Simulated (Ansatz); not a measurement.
ZnS: pressure against volume scale

Results calculated with Ansatz 0.2.0, not measured. Periodic Kohn-Sham DFT of a crystal at fixed atoms, scaled to volume_scale times the given cell; pressure positive in compression, energy less spherical unpolarised free atoms, largest_vzz the field gradient of largest size among the nuclei.

The cell before it is scaled or strained (space group F-43m, No. 216):
```
CELL_PARAMETERS angstrom
0.00000 2.70470 2.70470
2.70470 0.00000 2.70470
2.70470 2.70470 0.00000
ATOMIC_POSITIONS crystal
Zn 0.00000 0.00000 0.00000
S 0.75000 0.75000 0.75000
```

Settings of every row: method frozen-core PAW; functional PBEsol; relativity scalar; k mesh 9x9x9; filling fermi-dirac; smearing width 0.01 eV; wave cutoff 420 eV; paw set soft_2.

Atom start moment: 0 on all atoms.

Limits: PAW files made with PBE.

| row | volume scale | V (Å³/atom) | pressure (GPa) |
| --- | --- | --- | --- |
| 1 | 0.94 | 18.599 | 2.752 |
| 2 | 0.96 | 18.995 | 0.921 |
| 3 | 0.98 | 19.39 | -0.714 |
| 4 | 0.99 | 19.588 | ? |
| 5 | 1 | 19.785 | -2.177 |
| 6 | 1.01 | 19.982 | -2.849 |
| 7 | 1.02 | 20.179 | -3.484 |
| 8 | 1.04 | 20.575 | -4.651 |
| 9 | 1.06 | 20.971 | -5.695 |

Question: what pressure should row 4 give?

Worked fit of pressure. Take u = (V_r/V)^(2/3) − 1 with V_r = 19.883 Å³ an atom, which is twice the finite (Eulerian) strain; such expansions in the strain, on which the Birch-Murnaghan equation of state is built, carry the rest volume and the bulk modulus. The shown rows have u = 0.04551, 0.03093, 0.01688, 0.0033, -0.00331, -0.0098, -0.02255, -0.03489. Least squares give pressure = −2.5161 + 101.546 × u + 305.01 × u² + 159 × u³ GPa; a parabola predicts inner rows, each left out in turn, worse (root mean square 0.0029 against 0.0017 GPa). The rows lie off it by 0.000, 0.000, 0.000, 0.001, 0.000, -0.002, 0.002, 0.000. The pressure vanishes at u = 0.0231, or V = 19.21 Å³ an atom, and there the bulk modulus at fixed shape and fractions is B = −V dP/dV = (2/3)(1 + u) dP/du = 79.1 GPa. The withheld row has u = 0.01002, so the fit gives −2.5161 + 101.546 × (0.01002) + 305.01 × (0.01002)² + 159 × (0.01002)³ = -1.468 GPa.

The calculation gave -1.466 GPa. The fit lies 0.002 GPa (0.024 % of the column's range) below it; its largest miss of a shown row is 0.002 GPa.
